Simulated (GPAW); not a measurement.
# Al in GPAW: convergence with density grid spacing (A)

Input of the first run (density grid spacing (A) 0.24); the others differ in this setting and in those tied to it:

run.py

```python
from ase.dft.bandgap import bandgap
from ase.io import read, write
from ase.units import GPa
from gpaw import GPAW, PW

atoms = read('POSCAR')

calc = GPAW(mode=PW(600),
            h=0.24,
            xc='PBE',
            kpts={'size': (7, 7, 4), 'gamma': True},
            occupations={'name': 'fermi-dirac', 'width': 0.05},
            nbands=10,
            convergence={'density': 1e-05, 'energy': 1e-05},
            maxiter=100,
            txt='gpaw.txt')
atoms.calc = calc
energy = atoms.get_potential_energy()
forces = atoms.get_forces()
stress = atoms.get_stress()
calc.write('gs.gpw')
write('result.traj', atoms)
print(f'Energy: {energy:.6f} eV')
print('Forces (eV/A):')
print(forces.round(4))
print('Stress (GPa):', (stress / GPa).round(3))
print('Fermi level:', round(calc.get_fermi_level(), 4), 'eV')
print(f'Gap: {bandgap(calc)[0]:.4f} eV, direct: {bandgap(calc, direct=True)[0]:.4f} eV')
```

The input POSCAR:

```
Al
1.0
    2.8124553515      0.0000000000      0.0000000000
   -1.4062276757      2.4356577814      0.0000000000
    0.0000000000      0.0000000000      4.8668500000
Al
2
Direct
    0.3144180000      0.6469690000      0.2454000000
    0.6697910000      0.3391200000      0.7531780000
```

Potentials or basis: GPAW PAW data sets (gpaw-data 1.2.1), pw.

Run with:

```console
$ OMP_NUM_THREADS=1 python run.py
```

The cell isn't the ideal one: atoms moved at random, drawn with an rms of 0.05 Å.

This isn't the form of Al at room conditions, which is fcc.

Hardware: 1 thread of Arm Neoverse V2 (shared host).

| density grid spacing (A) | energy less the tightest run, at zero smearing (meV/atom) | SCF cycles | CPU time (s) | peak memory (GiB) |
| --- | --- | --- | --- | --- |
| 0.24 | 0.14 | 9 | 8.9 | 0.16 |
| 0.2 | 0.00 | 9 | 11 | 0.16 |
| 0.17 | 0.00 | 9 | 17 | 0.16 |
| 0.15 | 0.00 | 9 | 18 | 0.17 |
| 0.13 | 0.00 | 9 | 28 | 0.18 |
| 0.11 | 0.00 | 9 | 41 | 0.19 |
| 0.09 | 0.00 | 9 | 51 | 0.23 |

Against the tightest run, the energy stays within 1 meV/atom from 0.24 on. The tightest run that finished is the yardstick and may itself not be fully converged.

Caveat, for the tightest run too: the k mesh is coarse (spacing up to 0.37 Å⁻¹), so the values aren't converged.
